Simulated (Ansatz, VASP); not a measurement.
# Cross-check of CdS between VASP and Ansatz

Aim: how closely do two programs agree when they are given the same cell, functional and k mesh? The structure shown is the end of the Ansatz relaxation below.

Program: Ansatz 0.2.0. Level of theory: plane waves, with VASP 6.6.1 beside it; single point at PBEsol. Results are calculated unless marked as measured.

## (1) Starting point

It takes space group P6_3mc (No. 186, hexagonal). Conventional cell: a = 4.124 Å, b = 4.124 Å, c = 6.710 Å, α = 90.00°, β = 90.00°, γ = 120.00°. Nearest to Cd lie 4 S at 2.52 to 2.53 Å. Nearest to S lie 4 Cd at 2.52 to 2.53 Å. Farther neighbours and most contacts between anions are not listed.

## (2) Ansatz: relaxation, PBEsol

Ansatz runs on its PAW soft_1 files.

This run makes the geometry at which the two programs are then compared.

input.yaml

```yaml
crystal:
  lattice:
    - [4.124246, 0.0, 0.0]
    - [-2.062123, 3.5717018075, 0.0]
    - [0.0, 0.0, 6.709778]
  atoms:
    - { symbol: Cd, position: [0.3333333, 0.6666667, 0.9999464] }
    - { symbol: Cd, position: [0.6666667, 0.3333333, 0.4999464] }
    - { symbol: S, position: [0.6666667, 0.3333333, 0.1234066] }
    - { symbol: S, position: [0.3333333, 0.6666667, 0.6234066] }
kpoints:
  mp_grid: { grid: [8, 8, 4] }
scf:
  occupations: { method: fermi_dirac, width: 0.02 }
hamiltonian:
  xc: pbesol
  pseudopotentials: { kind: paw, azcp: { folder: soft_1 }, xc_functional: pbe }
basis:
  ecutwfc: 600
output:
  forces: true
  stress: true
relax:
  f_tol: 0.005
  max_steps: 70
  cell: { stress_tol: 0.02, p_target: 0, fix: [c, alpha, beta, gamma] }
```

Command:

```sh
$ ansatz run input.yaml --threads 4 --pin off --max-ram 10240MiB --backend cpu --events-out ev --progress --plain --runs-dir out
```

Numbers of over 12 decimals in the logs are rounded to 6 here.

What it wrote:

```text
Warning: crystal.symmetry: narrowed to the stabiliser of the fixed cell quantities (relax.cell.fix) — unitary ops 12 → 4. The narrowing is safe, since a smaller group never makes results wrong: the run goes on under it, on as many k-points as the starting group would need, or more. Excluded: 8 operations that would move a fixed cell quantity at a test strain (relax.cell.fix fixes c, alpha, beta, gamma). The cell can leave their symmetry as it relaxes.
Engine: ansatz 0.2.0, aarch64-unknown-linux-gnu
Pseudopotentials: kind: paw
Pseudopotential: Cd, paw, valence charge 20, recommended cutoff 420 eV (normal), soft_1/Cd.paw.azcp
Pseudopotential: S, paw, valence charge 6, recommended cutoff 420 eV (normal), soft_1/S.paw.azcp
Functional definition: PBEsol
  exchange = pbesol_x
  correlation = pbesol_c
Crystal: 4 atoms, lattice volume = 98.839 Å³
Basis set: ecut = 600 eV, 3333 PW (Γ), exchange–correlation on 72×72×108 points (8 copies of the dense FFT grid, shifted against one another)
Bands: 32, of which v1, the nominal top of the filled ones, is band 26 counted from 1 (25 counted from 0)
Symmetry: 4 space group operations
k-points: 63 of 256 (time reversal used)
Non-local potential: Cd, projectors of the file, l = 0: 3, l = 1: 2, l = 2: 2, l = 3: 1
Non-local potential: S, projectors of the file, l = 0: 2, l = 1: 2, l = 2: 1
PAW form: soft (Blöchl's): semilocal exchange-correlation on the pseudo side does not see the compensation charge
PAW frozen core: Cd, regenerated for the run's functional, and the local potential with it (the file was generated under x = pbe(κ = 0.804, μ = 0.219515), c = pbe(β = 0.066725))
PAW frozen core: S, regenerated for the run's functional, and the local potential with it (the file was generated under x = pbe(κ = 0.804, μ = 0.219515), c = pbe(β = 0.066725))
PAW one-centre angular grid: Cd, 590 points (default); XC on 64 Gauss nodes
PAW one-centre angular grid: S, 110 points (default); XC on 64 Gauss nodes
Initial density: superposition of atomic densities (chi_scale 0.1, normalization cell, long waves kept (reshape's long-wave potential 0.00 eV rms))
Initial wavefunctions: pseudopotential atomic-orbital guess
Functional: x = pbesol(κ = 0.804, μ = 0.123457), c = pbesol(β = 0.046)
SCF iter   1: F=—  HF=-18140.698748 eV  |F-HF|=—  |Δ(HF+E_count)|=         —  Δρ=2.54e-2  dr2=5.00e-1  ethr=3.10e-3  ⟨swp⟩=7.4  Hψ=9109  notcnv=0
preconditioner: auto → Resta (q_TF=auto, 2.451 Å⁻¹)  ε∞=4.6  [insulator: Δε(μ)=1.276 eV  Ē_g=11.779 eV  σ=0.020 eV  W_gap=1.00  n_scr=22 (ndim 8)  ℏωp=22.4 eV  f_vac=0.070  D(μ)=0.00/eV (n_scr^D=0)  ε∞_Penn≈4.6]
SCF iter   2: F=—  HF=-18140.600022 eV  |F-HF|=—  |Δ(HF+E_count)|=   9.87e-2  Δρ=1.29e-2  dr2=1.30e-1  ethr=9.61e-4  ⟨swp⟩=3.0  Hψ=3710  notcnv=0  defer=107
SCF iter   3: F=—  HF=-18140.587136 eV  |F-HF|=—  |Δ(HF+E_count)|=   1.29e-2  Δρ=4.14e-3  dr2=1.54e-2  ethr=2.49e-4  ⟨swp⟩=2.2  Hψ=2531  notcnv=0  defer=107
SCF iter   4: F=—  HF=-18140.586847 eV  |F-HF|=—  |Δ(HF+E_count)|=   2.89e-4  Δρ=8.81e-4  dr2=9.63e-4  ethr=2.96e-5  ⟨swp⟩=2.1  Hψ=3184  notcnv=0  defer=107
SCF iter   5: F=—  HF=-18140.587759 eV  |F-HF|=—  |Δ(HF+E_count)|=   9.12e-4  Δρ=3.51e-4  dr2=1.79e-4  ethr=1.85e-6  ⟨swp⟩=2.9  Hψ=3175  notcnv=0  defer=107
SCF iter   6: F=—  HF=-18140.588054 eV  |F-HF|=—  |Δ(HF+E_count)|=   2.94e-4  Δρ=7.43e-5  dr2=5.52e-6  ethr=3.45e-7  ⟨swp⟩=2.0  Hψ=3180  notcnv=0  defer=107
SCF iter   7: F=—  HF=-18140.588070 eV  |F-HF|=—  |Δ(HF+E_count)|=   1.65e-5  Δρ=1.22e-5  dr2=2.17e-7  ethr=1.06e-8  ⟨swp⟩=2.0  Hψ=3092  notcnv=0  defer=107
SCF iter   8: F=-18140.588071 eV  HF=-18140.588070 eV  |F-HF|=2.18e-8  |Δ(HF+E_count)|=   4.87e-7  Δρ=3.25e-6  dr2=1.47e-8  ethr=1.92e-10  ⟨swp⟩=5.1  Hψ=7105  notcnv=0
SCF 1 converged in 8 iterations: F = -18140.588071 eV  dr2 = 1.47e-8
  greatest PAW one-centre occupation: 1.000 electrons in one spin orbital (limit 2), on the Cd atom at site 1 (counted from 0), in its partial waves of l = 0
relax step   1: F+E_penalty+E_count = -18140.58807052 eV  Δ(F+E_penalty+E_count) = +0.000e0 eV  max|allowed force component| = 8.369e-4 eV/Å  Δτ_max = 0.0000 Å  P = +0.002 GPa  Ω = 98.839 Å³  fix = [c, alpha, beta, gamma]  reactions: c +0.008 GPa; gamma +0.000 GPa/rad  (8 SCF iters, dr2 threshold 1.00e-7 eV, accepted)
Initial density: handed on by an earlier stage of this run
Initial wavefunctions: pseudopotential atomic-orbital guess (no wavefunctions were taken with the density)
iter 1 solved again at ethr=6.06e-7 eV; its pass at ethr=3.10e-3 eV (dr2=3.15e-4 eV) is discarded
SCF iter   1: F=—  HF=-18140.588064 eV  |F-HF|=—  |Δ(HF+E_count)|=         —  Δρ=4.51e-6  dr2=2.03e-8  ethr=6.06e-7  ⟨swp⟩=4.1  Hψ=15124  notcnv=0
eigensolver tolerance schedule: the retry pair's looser diagonalisation over-reported the residual by 15549.19 of it (diagonalisation noise at an unbounded share of the residual, at the tolerance the schedule requests for it); recorded, not acted on — ethr = c·dr2/N_el stays at c = 1.0e-1
preconditioner: auto → Resta (q_TF=auto, 2.451 Å⁻¹)  ε∞=4.7  [insulator: Δε(μ)=1.092 eV  Ē_g=11.584 eV  σ=0.020 eV  W_gap=1.00  n_scr=22 (ndim 8)  ℏωp=22.4 eV  f_vac=0.116  D(μ)=0.00/eV (n_scr^D=0)  ε∞_Penn≈4.7]
SCF iter   2: F=—  HF=-18140.588071 eV  |F-HF|=—  |Δ(HF+E_count)|=   6.02e-6  Δρ=2.73e-6  dr2=1.02e-8  ethr=3.90e-11  ⟨swp⟩=3.9  Hψ=5344  notcnv=0
SCF iter   3: F=—  HF=-18140.588071 eV  |F-HF|=—  |Δ(HF+E_count)|=   5.52e-9  Δρ=1.59e-6  dr2=4.01e-9  ethr=1.96e-11  ⟨swp⟩=2.6  Hψ=3372  notcnv=0
SCF iter   4: F=—  HF=-18140.588071 eV  |F-HF|=—  |Δ(HF+E_count)|=   5.17e-9  Δρ=8.44e-7  dr2=8.47e-10  ethr=7.71e-12  ⟨swp⟩=2.0  Hψ=2493  notcnv=0
SCF iter   5: F=—  HF=-18140.588071 eV  |F-HF|=—  |Δ(HF+E_count)|=   1.14e-9  Δρ=7.33e-7  dr2=3.79e-10  ethr=1.63e-12  ⟨swp⟩=2.3  Hψ=3010  notcnv=0
SCF iter   6: F=—  HF=-18140.588071 eV  |F-HF|=—  |Δ(HF+E_count)|=  3.64e-11  Δρ=1.43e-7  dr2=1.52e-11  ethr=1.00e-12  ⟨swp⟩=2.5  Hψ=3184  notcnv=0
SCF iter   7: F=-18140.588071 eV  HF=-18140.588071 eV  |F-HF|=7.28e-12  |Δ(HF+E_count)|=  7.28e-12  Δρ=3.53e-8  dr2=9.55e-13  ethr=1.00e-12  ⟨swp⟩=6.0  Hψ=9203  notcnv=0
SCF 2 converged in 7 iterations: F = -18140.588071 eV  dr2 = 9.55e-13
relax step   2: F+E_penalty+E_count = -18140.58807052 eV  Δ(F+E_penalty+E_count) = -3.158e-9 eV  max|allowed force component| = 8.301e-4 eV/Å  Δτ_max = 0.0000 Å  P = +0.002 GPa  Ω = 98.839 Å³  fix = [c, alpha, beta, gamma]  reactions: c +0.008 GPa; gamma +0.000 GPa/rad  stress off target by 1.37e-3 GPa on what of the cell is left free  SCF on the basis re-selected at this cell (its energy is not comparable with the rows above)  (7 SCF iters)
basis re-selected at this cell: Δ(F+E_penalty+E_count) = -3.158e-9 eV, ΔP = -0.000 GPa vs the last step (what re-selecting the basis moved, of the pressure what is left beyond the Pulay correction that the steps carried, after the strain that the cell walked since its last selection, with what the two solves' SCF thresholds leave and, on support functions, any second-order correction that the steps lacked; it is no m [...]
SCF converged after 7 iterations
Free energy (F): -18140.588071 eV
Harris-Foulkes:  -18140.588071 eV  (|F-HF|=7.28e-12)
Internal energy: -18140.588071 eV  (E = F + TS)
E sigma→0 (E₀):  -18140.588071 eV
Fermi energy:    7.409897 eV
--- Per-component energies (eV) ---
  E_band       = -1015.680543
  E_kinetic    = 1091.857524
  E_local      = -8077.575946  (includes V_loc(G=0)·N_el)
  E_nonlocal   = 315.436164
  E_hartree    = 3671.281549
  E_xc         = -486.882388
  E_vxc        = -556.339807  (∫ρ·V_xc dr)
  E_paw        = -9243.392918  (= ΣΔE_a)
  E_vpaw       = -1131.621513  (= ΣTr[D̂ρ^β])
  E_aug_tail   = -0.000140  (compensation charges beyond the density's cutoff)
  E_ewald      = -5412.119735
  E_core_change = 0.807820  (= ΣΔE_core)
  E_smearing   = -0.000000  (= −TS)
  E_closure    = -0.000000  (closes the sum)
  Σ components = -18140.588071   (vs F -18140.588071, Δ=0.00e0)
--- Forces (eV/Å), atoms counted from 1 ---
  atom   1  Cd     0.00000000    -0.00000000     0.00083005
  atom   2  Cd    -0.00000000     0.00000000     0.00083005
  atom   3  S     -0.00000000     0.00000000    -0.00083010
  atom   4  S      0.00000000    -0.00000000    -0.00083010
  max |Σ_I F_I| component: 8.49e-8 eV/Å
--- Stress (GPa, compression-positive) ---
       -0.001372      -0.000000       0.000000
       -0.000000      -0.001372      -0.000000
        0.000000      -0.000000       0.007775
  P = ⅓ Tr σ = 0.0017 GPa (0.017 kbar)
--- Relaxed structure (1 steps of the walk, 1 accepted, 1 SCFs on fresh bases) ---
  F+E_penalty+E_count = -18140.58807052 eV   max|allowed force component| = 8.301e-4 eV/Å   (the final SCF, on the basis selected at the relaxed cell)
  cell:  # Å, volume = 98.8389 Å³
    - [4.124246, 0.0, 0.0]
    - [-2.062123, 3.571702, 0.0]
    - [0.0, 0.0, 6.709778]
  atoms:
    - { symbol: Cd, position: [0.333333, 0.666667, 0.999946] }
    - { symbol: Cd, position: [0.666667, 0.333333, 0.499946] }
    - { symbol: S, position: [0.666667, 0.333333, 0.1234066] }
    - { symbol: S, position: [0.333333, 0.666667, 0.623407] }
```

The column dr2 measures how far the density is from self-consistency, as an energy; F and HF (Harris–Foulkes) agree once it is small.

## (3) VASP: single point, PBEsol, pair 1

The same cell, functional, mesh and smearing now go to VASP, with its own data sets.

Lines of VASP's logs that name or quote its potential files are left out, and so is its time.

INCAR

```
SYSTEM = CdS
PREC = Accurate
ENCUT = 500
EDIFF = 1E-06
NELM = 120
ISMEAR = -1
SIGMA = 0.02
LREAL = .FALSE.
ALGO = Normal
GGA = PS
NBANDS = 24
LORBIT = 11
LWAVE = .FALSE.
LCHARG = .FALSE.
ISIF = 2
LASPH = .TRUE.
GGA_COMPAT = .FALSE.
EFERMI = MIDGAP
KPAR = 2
```

POSCAR

```
CdS
1.0
    4.1242460000      0.0000000000      0.0000000000
   -2.0621230000      3.5717018075      0.0000000000
    0.0000000000      0.0000000000      6.7097780000
Cd S
2 2
Direct
    0.3333333333      0.6666666667      0.9999464000
    0.6666666667      0.3333333333      0.4999464000
    0.6666666667      0.3333333333      0.1234066000
    0.3333333333      0.6666666667      0.6234066000
```

KPOINTS

```
Automatic mesh
0
Gamma
8 8 4
0 0 0
```

PAW data sets: Cd and S (PBE family, release 64).

Command:

```sh
$ mpirun -np 2 vasp_std
```

What it wrote:

```text
[banner, memory and clock lines left out]
running    2 mpi-ranks, on    1 nodes
 distrk:  each k-point on    1 cores,    2 groups
 distr:  one band on    1 cores,    1 groups

 POSCAR found type information on POSCAR CdS
 POSCAR found :  2 types and       4 ions
|                                                                             |
|               ----> ADVICE to this user running VASP <----                  |
|                                                                             |
|     You enforced a specific xc type in the INCAR file but a different       |
|     [... a line on the potential file left out ...]
|     I HOPE YOU KNOW WHAT YOU ARE DOING!                                     |
|                                                                             |

 LDA part: xc-table for (Slater+PW92), standard interpolation
 POSCAR, INCAR and KPOINTS ok, starting setup
 FFT: planning ... GRIDC
 FFT: planning ... GRID_SOFT
 FFT: planning ... GRID
 WAVECAR not read
 entering main loop
       N       E                     dE             d eps       ncg     rms          rms(c)
DAV:   1     0.239780326927E+03    0.23978E+03   -0.17301E+04  1448   0.134E+03
DAV:   2    -0.220654469316E+01   -0.24199E+03   -0.23449E+03  1648   0.332E+02
DAV:   3    -0.145056949079E+02   -0.12299E+02   -0.12254E+02  1816   0.765E+01
DAV:   4    -0.146253981370E+02   -0.11970E+00   -0.11967E+00  1632   0.739E+00
DAV:   5    -0.146274579068E+02   -0.20598E-02   -0.20597E-02  1800   0.939E-01    0.111E+01
DAV:   6    -0.136611577320E+02    0.96630E+00   -0.20940E+00  1912   0.163E+01    0.873E+00
DAV:   7    -0.136416299101E+02    0.19528E-01   -0.73897E-01  1672   0.487E+00    0.379E+00
DAV:   8    -0.136341356191E+02    0.74943E-02   -0.11072E-01  1704   0.348E+00    0.525E-01
DAV:   9    -0.136322986329E+02    0.18370E-02   -0.18990E-02  1792   0.179E+00    0.152E-01
DAV:  10    -0.136322696332E+02    0.29000E-04   -0.13091E-03  1792   0.395E-01    0.898E-02
DAV:  11    -0.136322910654E+02   -0.21432E-04   -0.11057E-04  1800   0.680E-02    0.886E-02
DAV:  12    -0.136323205866E+02   -0.29521E-04   -0.41838E-05  1744   0.397E-02    0.489E-02
DAV:  13    -0.136323613330E+02   -0.40746E-04   -0.45374E-05  1536   0.416E-02    0.374E-02
DAV:  14    -0.136323598303E+02    0.15027E-05   -0.29487E-06  1480   0.215E-02    0.289E-02
DAV:  15    -0.136323574769E+02    0.23534E-05   -0.86477E-06  1616   0.131E-02    0.535E-03
DAV:  16    -0.136323574832E+02   -0.63210E-08   -0.25717E-07   904   0.404E-03
   1 F= -.13632357E+02 E0= -.13632357E+02  d E =-.171527E-13
```

OUTCAR, selected parts (step 3):

```text
ion  position               nearest neighbor table
   1  0.333  0.667  1.000-   3 2.52   3 2.52   3 2.52   4 2.53
   2  0.667  0.333  0.500-   4 2.52   4 2.52   4 2.52   3 2.53
   3  0.667  0.333  0.123-   1 2.52   1 2.52   1 2.52   2 2.53
   4  0.333  0.667  0.623-   2 2.52   2 2.52   2 2.52   1 2.53

  LATTYP: Found a hexagonal cell.
 ALAT       =     4.1242460000
 C/A-ratio  =     1.6269102280

 Subroutine GETGRP returns: Found 12 space group operations
 (whereof  6 operations were pure point group operations)

The static configuration has the point symmetry C_3v.
 The point group associated with its full space group is C_6v.

 Found     30 irreducible k-points:

   k-points           NKPTS =     30   k-points in BZ     NKDIM =     30   number of bands    NBANDS=     24

   dimension x,y,z NGX =    30 NGY =   30 NGZ =   50
   dimension x,y,z NGXF=    60 NGYF=   60 NGZF=  100

   ENCUT  =  500.0 eV  36.75 Ry    6.06 a.u.   7.52  7.52 12.23*2*pi/ulx,y,z

   NELECT =      36.0000    total number of electrons

 k-points in reciprocal lattice and weights: Automatic mesh
   0.00000000  0.00000000  0.00000000       0.004
   0.12500000  0.00000000  0.00000000       0.023
   0.25000000  0.00000000  0.00000000       0.023
   0.37500000  0.00000000  0.00000000       0.023
   0.50000000  0.00000000  0.00000000       0.012
   0.12500000  0.12500000  0.00000000       0.023
   0.25000000  0.12500000  0.00000000       0.047
   0.37500000  0.12500000  0.00000000       0.047
   0.25000000  0.25000000  0.00000000       0.023
[...]
0.25000000  0.25000000  0.50000000       0.023
   0.37500000  0.25000000  0.50000000       0.023

 average (electrostatic) potential at core
       1 -39.1525       2 -39.1525       3 -89.2745       4 -89.2745

 E-fermi :   1.7926

 k-point     1 :       0.0000    0.0000    0.0000
  band No.  band energies     occupation
    ...
     14       0.4639      2.00000
     15       0.4639      2.00000
     16       1.1968      2.00000
     17       1.2442      2.00000
     18       1.2442      2.00000
     19       2.3411      0.00000
     20       3.9261      0.00000
     21       7.6213      0.00000
     22       7.6213      0.00000
     23       7.9255      0.00000
    ...

 k-point     2 :       0.1250    0.0000    0.0000
  band No.  band energies     occupation
    ...
     14      -0.1737      2.00000
     15       0.2661      2.00000
     16       0.3878      2.00000
     17       1.0806      2.00000
     18       1.1302      2.00000
     19       3.1615      0.00000
     20       4.5211      0.00000
     21       7.1109      0.00000
     22       7.8591      0.00000
     23       8.0970      0.00000
    ...

 k-point     3 :       0.2500    0.0000    0.0000
  band No.  band energies     occupation
    ...
     14      -1.2784      2.00000
     15      -0.7533      2.00000
     16      -0.1600      2.00000
     17       0.7279      2.00000
     18       0.8510      2.00000
     19       4.1540      0.00000
     20       5.1629      0.00000
     21       6.6462      0.00000
     22       7.5416      0.00000
     23       8.2110      0.00000
    ...

  Total        0.2400053      0.2400053      0.2489957      0.0000000      0.0000000      0.0000000
  in kB        3.8904832      3.8904832      4.0362165      0.0000000      0.0000000      0.0000000
  external PRESSURE =       3.9390610 kB  Pullay stress =       0.0000000 kB

  energy-cutoff  :      500.00
  volume of cell :       98.84
      direct lattice vectors                 reciprocal lattice vectors
     4.124246000  0.000000000  0.000000000     0.242468563  0.139989290  0.000000000
    -2.062123000  3.571701808  0.000000000     0.000000000  0.279978580  0.000000000
     0.000000000  0.000000000  6.709778000     0.000000000  0.000000000  0.149036227

 POSITION                                       TOTAL-FORCE (eV/Angst)
 -----------------------------------------------------------------------------------
     -0.00000      2.38113      6.70942        -0.000000      0.000000     -0.000124
      2.06212      1.19057      3.35453         0.000000      0.000000     -0.000124
      2.06212      1.19057      0.82803        -0.000000      0.000000      0.000124
     -0.00000      2.38113      4.18292         0.000000      0.000000      0.000124
 -----------------------------------------------------------------------------------
    total drift:                               -0.000000      0.000000     -0.000441

  FREE ENERGIE OF THE ION-ELECTRON SYSTEM (eV)
  ---------------------------------------------------
  free  energy   TOTEN  =       -13.6323574832 eV

  energy  without entropy=      -13.6323574832  energy(sigma->0) =      -13.63235748

 total charge
# of ion       s       p       d       tot
------------------------------------------
    1        0.431   0.333   9.560  10.324
    2        0.431   0.333   9.560  10.324
    3        1.318   2.378   0.000   3.696
    4        1.318   2.378   0.000   3.696
--------------------------------------------------
tot          3.497   5.423  19.121  28.040

[... 3 further parts left out ...]
```

The run ends at a pressure of 0.39 GPa, with forces up to 1.2e-4 eV/Å.

## (4) Differences

Known differences besides the potentials themselves: the data sets hold 52 valence electrons in Ansatz (on its PAW soft_1 files) and 36 in VASP; the cutoff is 600 eV in Ansatz and 500 eV in VASP; Ansatz makes its cores anew for this functional, VASP keeps those of its PBE data sets; Ansatz's pressure holds a Pulay correction, VASP's none. Total energies have different zeros and are not compared.

Compared:

```
              quantity  Ansatz   VASP  difference
        pressure (GPa)    0.00   0.39       -0.39
gap on the k mesh (eV)   1.092  1.097      -0.005
```

A gap on the mesh is an upper bound, since the band edges may lie between its points.

## (5) Ansatz: relaxation, PBEsol

This run makes the geometry at which the two programs are then compared. The cell compared in this pair holds 98.16 Å³, against 98.84 Å³ for the pair before.

The structure compared here is the end of the Ansatz relaxation.

Changes to input.yaml since step 2:

```diff
@@ -2,5 +2,5 @@
   lattice:
-    - [4.124246, 0.0, 0.0]
-    - [-2.062123, 3.5717018075, 0.0]
-    - [0.0, 0.0, 6.709778]
+    - [4.14486723, 0.0, 0.0]
+    - [-2.072433615, 3.5895603165, 0.0]
+    - [0.0, 0.0, 6.57558244]
   atoms:
```

Command:

```sh
$ ansatz run input.yaml --threads 4 --pin off --max-ram 10240MiB --backend cpu --events-out ev --progress --plain --runs-dir out
```

What it wrote:

```text
[...]
Crystal: 4 atoms, lattice volume = 97.833 Å³
Basis set: ecut = 600 eV, 3273 PW (Γ), exchange–correlation on 72×72×108 points (8 copies of the dense FFT grid, shifted against one another)
Bands: 32, of which v1, the nominal top of the filled ones, is band 26 counted from 1 (25 counted from 0)
Symmetry: 4 space group operations
k-points: 63 of 256 (time reversal used)
[...]
--- Relaxed structure (3 steps of the walk, 3 accepted, 1 SCFs on fresh bases) ---
[...]
cell:  # Å, volume = 98.1585 Å³
    - [4.151753, -1.9315425560440823e-19, 0]
    - [-2.075877, 3.595524, 0]
    - [0, 0, 6.57558244]
  atoms:
    - { symbol: Cd, position: [0.333333, 0.666667, 1.003232] }
    - { symbol: Cd, position: [0.666667, 0.333333, 0.503232] }
    - { symbol: S, position: [0.666667, 0.333333, 0.120121] }
    - { symbol: S, position: [0.333333, 0.666667, 0.620121] }
[key lines of the parts left out:]
SCF converged after 6 iterations
Free energy (F): -18140.580155 eV
Fermi energy:    7.514979 eV
P = ⅓ Tr σ = 0.4094 GPa (4.094 kbar)
```

(Continued in part 2 of 2.)

[Lines on the potential files, build, host, timing and source positions are cut from VASP's logs without a mark.]

[Logs are printed without paths, hosts, clocks, repeated set-up lines and the standing remarks that a program may print on its own settings, such as how far it seeks lower states.]

[Hosts, paths, dates, database ids (printed as entryN), source tags and the programs' standing remarks are cut or masked in the printed files.]
